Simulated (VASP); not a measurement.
C:

```xyz
2
Lattice="0.0000 1.7834 1.7834 1.7834 0.0000 1.7834 1.7834 1.7834 0.0000" Properties=species:S:1:pos:R:3 pbc="T T T"
C     2.6751    2.6751    2.6751
C     1.7834    1.7834    1.7834
```

This isn't the form of C at room conditions, which is graphite.

Program: VASP 6.6.1. Alike in all runs: potentials or basis VASP PAW PBE potentials, release 64 (C); no spin polarisation; cell as given; cutoff (eV) 520.

Question: Order these runs on this cell by their band gap on the k mesh, lowest first.
A. level PBE; k mesh 13 × 13 × 13; smearing gaussian 0.014 eV; mesh quality not flagged
B. level TPSSh; k mesh 7 × 7 × 7; smearing fermi-dirac 0.05 eV; grid for exact exchange (PRECFOCK) Normal; exchange at q = 0 truncated; mesh quality coarse
C. level r2SCAN; k mesh 13 × 13 × 13; smearing fermi-dirac 0.05 eV; mesh quality not flagged
D. level PBE-EpsX; k mesh 7 × 7 × 7; smearing fermi-dirac 0.05 eV; grid for exact exchange (PRECFOCK) Fast; exchange at q = 0 truncated; share of exact exchange 0.171; mesh quality coarse
E. level SCAN; k mesh 13 × 13 × 13; smearing fermi-dirac 0.05 eV; mesh quality not flagged

Answer: A (4.14 eV), C (4.34 eV), E (4.54 eV), B (5.03 eV), D (5.55 eV).

Caveats: some runs use coarse meshes; the mesh misses the band edges, which the band path finds closer together (some runs); an odd mesh through Γ misses points on the zone boundary, where band edges often lie (some runs).
